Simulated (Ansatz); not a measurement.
The system is Sn.

```
CELL_PARAMETERS angstrom
0.00000 3.23334 3.23334
3.23334 0.00000 3.23334
3.23334 3.23334 0.00000
ATOMIC_POSITIONS crystal
Sn 0.75000 0.75000 0.75000
Sn 0.50000 0.50000 0.50000
```

This isn't the form of Sn at room conditions, which is tetragonal (white tin).

Program: Ansatz 0.2.0. Alike in all runs: no spin polarisation; cell as given; smearing fermi-dirac 0.05 eV. Hardware: 2 threads of Intel(R) Xeon(R) Platinum 8259CL CPU @ 2.50GHz (Skylake/Cascade Lake), on a shared host.

Problem. Order these runs on this cell by their wall time, lowest first.
A. task single point; level PBE; potentials or basis Ansatz PAW; k mesh 13 × 13 × 13; cutoff (eV) 420
B. task band structure; level PBE; potentials or basis JTH PAW; k mesh 7 × 7 × 7; cutoff (eV) 6600; points for each segment of the path 14
C. task single point; level PBE; potentials or basis Ansatz PAW; k mesh 7 × 7 × 7; cutoff (eV) 350
D. task band structure; level LDA; potentials or basis Ansatz PAW; k mesh 7 × 7 × 7; cutoff (eV) 420; points for each segment of the path 14

Solution. C (0.77 s), A (3.1 s), D (7.9 s), B (160 s).

Caveats: the cutoff lies under the one recommended for these potentials (some runs).
